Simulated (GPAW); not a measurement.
Consider Se (P2_12_12).

```cif
data_structure
_symmetry_space_group_name_H-M 'P 1'
_symmetry_Int_Tables_number 1
_cell_length_a 4.8682
_cell_length_b 7.9093
_cell_length_c 2.7402
_cell_angle_alpha 90.000
_cell_angle_beta 90.000
_cell_angle_gamma 90.000
_cell_volume 105.51
loop_
_atom_site_label
_atom_site_type_symbol
_atom_site_fract_x
_atom_site_fract_y
_atom_site_fract_z
_atom_site_occupancy
Se1 Se 0.17408 0.09895 0.73616 1
Se2 Se 0.32592 0.59895 0.26384 1
Se3 Se 0.82592 0.90105 0.73616 1
Se4 Se 0.67408 0.40105 0.26384 1
```

Absorber: atom 1, with 1 Se at 2.31 Å and 2 Se at 2.74 Å (distorted T-shaped, site symmetry 1). Method: GPAW, LDA, excited-electron core hole (neutral cell), 8-atom cell with 5.5 Å between holes, 4×4×3 k points, dipole transitions, Gaussian full width 2.33 eV up to 4 eV, rising linearly to 3.5 eV at 25 eV.

This is not the structure that Se takes at ambient pressure and room temperature (space group No. 152 or space group No. 154); it is a model or a phase of other conditions.

Question: Predict the near-edge structure at the Se K edge.

Main maxima up to 30 eV above the zero (height): 1.2 eV (2.41) and 11.6 eV (1.05). A K edge sees empty p states on the absorber. 

The Se K spectrum (energy from the lowest empty level; intensity scaled to a mean of 1 over the first 20 eV; polarised curves are means over the symmetry-equivalent atoms):

```
E (eV)  isotropic  ε ∥ x  ε ∥ y  ε ∥ z
  -2.0       0.06   0.09   0.07   0.01
  -1.5       0.18   0.28   0.22   0.04
  -1.0       0.44   0.67   0.53   0.12
  -0.5       0.88   1.30   1.04   0.30
   0.0       1.46   2.05   1.66   0.67
   0.5       2.02   2.63   2.15   1.28
   1.0       2.37   2.79   2.31   2.01
   1.5       2.36   2.45   2.08   2.56
   2.0       2.05   1.86   1.62   2.67
   2.5       1.56   1.25   1.13   2.30
   3.0       1.07   0.77   0.72   1.73
   3.5       0.71   0.45   0.44   1.24
   4.0       0.49   0.28   0.31   0.89
   4.5       0.40   0.26   0.32   0.63
   5.0       0.39   0.34   0.44   0.41
   5.5       0.45   0.48   0.61   0.25
   6.0       0.53   0.63   0.79   0.16
   6.5       0.61   0.76   0.92   0.14
   7.0       0.68   0.85   1.02   0.16
   7.5       0.73   0.92   1.08   0.20
   8.0       0.79   0.99   1.12   0.25
   8.5       0.84   1.06   1.14   0.32
   9.0       0.89   1.13   1.14   0.41
   9.5       0.94   1.18   1.12   0.52
  10.0       0.98   1.19   1.08   0.66
  10.5       1.01   1.16   1.04   0.82
  11.0       1.03   1.14   1.01   0.96
  11.5       1.05   1.11   0.99   1.04
  12.0       1.04   1.09   0.96   1.06
  12.5       1.01   1.06   0.93   1.03
  13.0       0.96   1.00   0.88   0.99
  13.5       0.92   0.93   0.84   0.98
  14.0       0.89   0.87   0.80   1.01
  14.5       0.89   0.83   0.79   1.05
  15.0       0.91   0.82   0.80   1.10
  15.5       0.93   0.83   0.83   1.12
  16.0       0.93   0.84   0.85   1.11
  16.5       0.93   0.85   0.87   1.07
  17.0       0.92   0.86   0.89   1.00
  17.5       0.90   0.87   0.90   0.94
  18.0       0.90   0.88   0.92   0.89
  18.5       0.91   0.89   0.95   0.88
  19.0       0.92   0.90   0.97   0.88
  19.5       0.93   0.91   0.99   0.90
  20.0       0.94   0.91   1.00   0.92
  20.5       0.95   0.92   1.00   0.94
  21.0       0.96   0.93   1.00   0.95
  21.5       0.97   0.96   1.00   0.97
  22.0       0.99   0.98   1.00   0.99
  22.5       1.00   1.00   1.01   1.00
  23.0       1.01   1.01   1.01   1.01
  23.5       1.01   1.01   1.01   1.02
  24.0       1.01   1.00   1.01   1.02
  24.5       1.01   1.00   1.01   1.01
  25.0       1.00   0.99   1.01   1.00
  25.5       1.00   0.98   1.01   0.99
  26.0       0.99   0.98   1.02   0.97
  26.5       0.98   0.97   1.02   0.95
  27.0       0.97   0.96   1.01   0.94
  27.5       0.97   0.95   1.00   0.96
  28.0       0.97   0.94   0.98   1.00
  28.5       0.98   0.93   0.96   1.06
  29.0       0.99   0.92   0.94   1.12
  29.5       0.99   0.91   0.92   1.16
  30.0       0.99   0.90   0.90   1.18
  30.5       0.99   0.89   0.90   1.17
  31.0       0.98   0.89   0.90   1.16
  31.5       0.99   0.90   0.91   1.14
  32.0       0.99   0.91   0.93   1.13
```

The script folds with a Gaussian, whereas the core hole's own line is a Lorentzian, so the onset is too steep and the first peak too high. The unit cell's mesh shows no gap over 0.35 eV. That is right for a metallic compound; for a small-gap or correlated insulator it would be the fault of the functional or of the assumed magnetic order, and the hole would be screened too well. The holes are only 5.5 Å apart, so the shape is probably not converged with cell size; no larger cell was run here. Lifetime broadening is put in by hand, and intensities beyond about 20 eV depend on it and on the partial waves. The structure is a computed Materials Project entry and may be a hypothetical form.

[Banner, clock and machine lines of the logs are left out without a mark of their own.]

[Logs are printed without paths, hosts, clocks, repeated set-up lines and the standing remarks that a program may print on its own settings, such as how far it seeks lower states.]

[Hosts, paths, dates, database ids (printed as entryN), source tags and the programs' standing remarks are cut or masked in the printed files.]

[Lists of maxima count a maximum above −3 eV only where it reaches 4 % of the highest in the window and stands out from its surroundings by 2 % of it (1.5 % where it reaches 55 %); shoulders and weaker maxima are passed over, and of the rest the first, up to two pre-edge ones and the few strongest are named.]
